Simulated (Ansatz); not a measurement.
# An O–O split interstitial in corundum Al2O3, 121 atoms, charge 0

Aim: let the atoms about the defect relax, then find its formation energy and its levels in the gap by PBEsol and r²SCAN.

Program: Ansatz 0.2.0, PAW, plane waves. These are calculated values, not measurements.

**1. Starting point**

121 atoms (48 Al, 73 O); a = 9.548 Å, b = 9.548 Å, c = 13.014 Å, α = 90.00°, β = 90.00°, γ = 120.00°. All atoms were shaken off their sites by about 0.02 Å along each axis. Defect site 1: (0.680, 0.514, 0.583).

Plan of the steps: (2) PBEsol relaxation at the single k point (¼, ¼, ¼), on 1 × NVIDIA GB200 with 8 threads of Arm Neoverse-V2; (3) r²SCAN single point at the single k point (¼, ¼, ¼), on 1 × NVIDIA GB200 with 8 threads of Arm Neoverse-V2.

**2. Relaxation of the positions (PBEsol)**

Contents of in.yaml:

```yaml
crystal:
  lattice:
    - [9.547862, 0.000000, 0.000000]
    - [-4.773931, 8.268691, 0.000000]
    - [0.000000, 0.000000, 13.013576]
  atoms:
    - { symbol: Al, position: [0.332828, 0.168723, 0.185900] }
    - { symbol: Al, position: [0.330652, 0.664587, 0.186965] }
    - { symbol: Al, position: [0.831053, 0.170739, 0.186256] }
    - { symbol: Al, position: [0.831246, 0.667510, 0.185976] }
    - { symbol: Al, position: [0.167412, 0.332181, 0.020166] }
    - { symbol: Al, position: [0.166863, 0.834334, 0.019064] }
    - { symbol: Al, position: [0.670895, 0.334887, 0.020912] }
    - { symbol: Al, position: [0.673985, 0.839474, 0.017776] }
    - { symbol: Al, position: [0.167083, 0.332865, 0.313770] }
    - { symbol: Al, position: [0.167026, 0.829519, 0.315686] }
    - { symbol: Al, position: [0.663104, 0.334816, 0.315997] }
    - { symbol: Al, position: [0.666422, 0.834723, 0.316873] }
    - { symbol: Al, position: [0.165834, 0.332367, 0.518724] }
    - { symbol: Al, position: [0.166471, 0.834994, 0.520524] }
    - { symbol: Al, position: [0.668941, 0.336173, 0.519281] }
    - { symbol: Al, position: [0.665769, 0.833152, 0.517409] }
    - { symbol: Al, position: [0.995178, 0.000104, 0.352728] }
    - { symbol: Al, position: [0.003996, 0.502742, 0.351978] }
    - { symbol: Al, position: [0.504111, 0.003923, 0.351585] }
    - { symbol: Al, position: [0.496208, 0.498293, 0.353849] }
    - { symbol: Al, position: [0.004721, 0.003269, 0.146981] }
    - { symbol: Al, position: [0.996363, 0.498294, 0.147623] }
    - { symbol: Al, position: [0.498554, 0.000970, 0.144002] }
    - { symbol: Al, position: [0.500548, 0.501110, 0.144516] }
    - { symbol: Al, position: [0.001120, 0.002975, 0.647806] }
    - { symbol: Al, position: [0.995350, 0.497067, 0.648527] }
    - { symbol: Al, position: [0.500228, 0.998933, 0.647690] }
    - { symbol: Al, position: [0.500983, 0.501739, 0.648892] }
    - { symbol: Al, position: [0.998813, 0.999848, 0.852386] }
    - { symbol: Al, position: [0.999088, 0.501456, 0.852733] }
    - { symbol: Al, position: [0.497048, 0.996454, 0.851406] }
    - { symbol: Al, position: [0.498432, 0.502608, 0.853006] }
    - { symbol: Al, position: [0.334875, 0.164293, 0.683781] }
    - { symbol: Al, position: [0.331693, 0.665454, 0.686156] }
    - { symbol: Al, position: [0.834054, 0.166294, 0.686980] }
    - { symbol: Al, position: [0.834729, 0.669357, 0.686408] }
    - { symbol: Al, position: [0.335305, 0.165663, 0.478968] }
    - { symbol: Al, position: [0.331941, 0.669172, 0.478920] }
    - { symbol: Al, position: [0.832364, 0.165779, 0.479770] }
    - { symbol: Al, position: [0.832529, 0.666155, 0.484921] }
    - { symbol: Al, position: [0.332753, 0.164526, 0.984522] }
    - { symbol: Al, position: [0.330620, 0.664599, 0.981907] }
    - { symbol: Al, position: [0.829801, 0.164323, 0.980636] }
    - { symbol: Al, position: [0.833080, 0.667848, 0.978931] }
    - { symbol: Al, position: [0.166454, 0.332324, 0.814666] }
    - { symbol: Al, position: [0.173141, 0.836216, 0.814777] }
    - { symbol: Al, position: [0.667187, 0.332748, 0.814998] }
    - { symbol: Al, position: [0.661865, 0.827588, 0.813901] }
    - { symbol: O, position: [0.155085, 0.998954, 0.251483] }
    - { symbol: O, position: [0.155954, 0.500094, 0.252271] }
    - { symbol: O, position: [0.655367, 0.999601, 0.247309] }
    - { symbol: O, position: [0.651757, 0.497332, 0.245543] }
    - { symbol: O, position: [0.335597, 0.016335, 0.085846] }
    - { symbol: O, position: [0.335030, 0.515236, 0.082532] }
    - { symbol: O, position: [0.833511, 0.011599, 0.084997] }
    - { symbol: O, position: [0.833802, 0.511792, 0.082986] }
    - { symbol: O, position: [0.997251, 0.149762, 0.248832] }
    - { symbol: O, position: [0.000160, 0.653650, 0.249903] }
    - { symbol: O, position: [0.498886, 0.152791, 0.249857] }
    - { symbol: O, position: [0.501209, 0.655470, 0.250122] }
    - { symbol: O, position: [0.347302, 0.346777, 0.252273] }
    - { symbol: O, position: [0.345430, 0.847796, 0.247428] }
    - { symbol: O, position: [0.846940, 0.346625, 0.252242] }
    - { symbol: O, position: [0.847361, 0.848066, 0.248339] }
    - { symbol: O, position: [0.180922, 0.164879, 0.083573] }
    - { symbol: O, position: [0.182403, 0.666377, 0.083467] }
    - { symbol: O, position: [0.681446, 0.164997, 0.084160] }
    - { symbol: O, position: [0.681214, 0.666759, 0.083735] }
    - { symbol: O, position: [0.178644, 0.013755, 0.583002] }
    - { symbol: O, position: [0.182602, 0.514561, 0.583555] }
    - { symbol: O, position: [0.677700, 0.015785, 0.582597] }
    - { symbol: O, position: [0.599288, 0.453749, 0.582436] }
    - { symbol: O, position: [0.164897, 0.175872, 0.417420] }
    - { symbol: O, position: [0.170208, 0.683551, 0.416501] }
    - { symbol: O, position: [0.669128, 0.182599, 0.418405] }
    - { symbol: O, position: [0.662945, 0.680543, 0.414901] }
    - { symbol: O, position: [0.012673, 0.330166, 0.417186] }
    - { symbol: O, position: [0.010245, 0.831959, 0.416494] }
    - { symbol: O, position: [0.511650, 0.332321, 0.417935] }
    - { symbol: O, position: [0.518816, 0.836457, 0.419078] }
    - { symbol: O, position: [0.013050, 0.183474, 0.917095] }
    - { symbol: O, position: [0.011670, 0.677913, 0.919570] }
    - { symbol: O, position: [0.516103, 0.182032, 0.916982] }
    - { symbol: O, position: [0.514369, 0.684038, 0.916394] }
    - { symbol: O, position: [0.000014, 0.345405, 0.750778] }
    - { symbol: O, position: [0.001785, 0.850579, 0.751897] }
    - { symbol: O, position: [0.499478, 0.340571, 0.749203] }
    - { symbol: O, position: [0.497168, 0.843341, 0.747070] }
    - { symbol: O, position: [0.487002, 0.322203, 0.081554] }
    - { symbol: O, position: [0.490547, 0.822902, 0.081830] }
    - { symbol: O, position: [0.987883, 0.316505, 0.084688] }
    - { symbol: O, position: [0.985495, 0.821497, 0.085349] }
    - { symbol: O, position: [0.484396, 0.168003, 0.581053] }
    - { symbol: O, position: [0.487354, 0.667980, 0.583209] }
    - { symbol: O, position: [0.984566, 0.168068, 0.584145] }
    - { symbol: O, position: [0.987730, 0.666630, 0.583358] }
    - { symbol: O, position: [0.334014, 0.321662, 0.580552] }
    - { symbol: O, position: [0.331366, 0.821033, 0.586788] }
    - { symbol: O, position: [0.835424, 0.320192, 0.581686] }
    - { symbol: O, position: [0.834410, 0.819970, 0.582348] }
    - { symbol: O, position: [0.320935, 0.488897, 0.418556] }
    - { symbol: O, position: [0.317108, 0.985915, 0.416796] }
    - { symbol: O, position: [0.819181, 0.490703, 0.419066] }
    - { symbol: O, position: [0.818249, 0.986735, 0.414819] }
    - { symbol: O, position: [0.318080, 0.330714, 0.918197] }
    - { symbol: O, position: [0.317152, 0.833373, 0.916626] }
    - { symbol: O, position: [0.817031, 0.329521, 0.915000] }
    - { symbol: O, position: [0.820999, 0.831928, 0.915443] }
    - { symbol: O, position: [0.344427, 0.997107, 0.748014] }
    - { symbol: O, position: [0.351135, 0.503083, 0.750691] }
    - { symbol: O, position: [0.848105, 0.003632, 0.749789] }
    - { symbol: O, position: [0.845068, 0.500961, 0.750410] }
    - { symbol: O, position: [0.152914, 0.152892, 0.750518] }
    - { symbol: O, position: [0.151805, 0.653175, 0.748057] }
    - { symbol: O, position: [0.653396, 0.153386, 0.754449] }
    - { symbol: O, position: [0.653727, 0.650731, 0.752082] }
    - { symbol: O, position: [0.168262, 0.491568, 0.917859] }
    - { symbol: O, position: [0.168507, 0.991044, 0.913556] }
    - { symbol: O, position: [0.664689, 0.485173, 0.914798] }
    - { symbol: O, position: [0.667907, 0.985486, 0.915035] }
    - { symbol: O, position: [0.760400, 0.571956, 0.582231] }
  symmetry: { detect: false }
kpoints:
  mp_grid: { grid: [1, 1, 1], shift: [0.25, 0.25, 0.25] }
hamiltonian:
  xc: pbesol
scf:
  occupations: { method: fermi_dirac, width: 0.01 }
relax:
  f_tol: 0.03
  max_steps: 80
  escape_saddle: false
  adjacent_minimum: "off"
output:
  forces: true
  eigenvalues: true
  populations: true
```

Launch:

```sh
$ ansatz run in.yaml --threads 8 --pin off --max-ram 118750MiB --runs-dir r --events-out ev --progress --plain --backend cuda --devices 0, --max-vram 170GiB
```

After this run come: r²SCAN on the final geometry.

Before running it: what results should come out? Wanted: for each run, formation energy; host gap; top filled to lowest empty.

As calculated:

```
             level         time  formation energy (eV)  host gap (eV)  top filled to lowest empty (eV)
PBEsol, relaxation  7.8 s (GPU)                   3.80           6.03                             5.45
            r²SCAN    4 s (GPU)                   4.08           7.02                             6.26
```

| quantity | value |
| --- | --- |
| relaxation | 8 recorded steps, 5.94 eV gained |
| largest shift | 0.37 Å (O72) |

Relaxation gains 5.94 eV, with shifts up to 0.37 Å (O72). The formation energy goes from 3.80 eV (PBEsol) to 4.08 eV (r²SCAN). The reservoirs are the elements' reference phases; where the defect changes the composition, the value depends on that choice. r²SCAN puts 2 localised levels over 0.1 eV inside the gap, at 0.34 (filled), 0.73 (filled) eV, the tightest of them shared by about 4 atoms. The host's edges were read at Γ, so band-like levels at this k point need not coincide with them. One k point and a cell of this size can leave errors of several tenths of an eV.
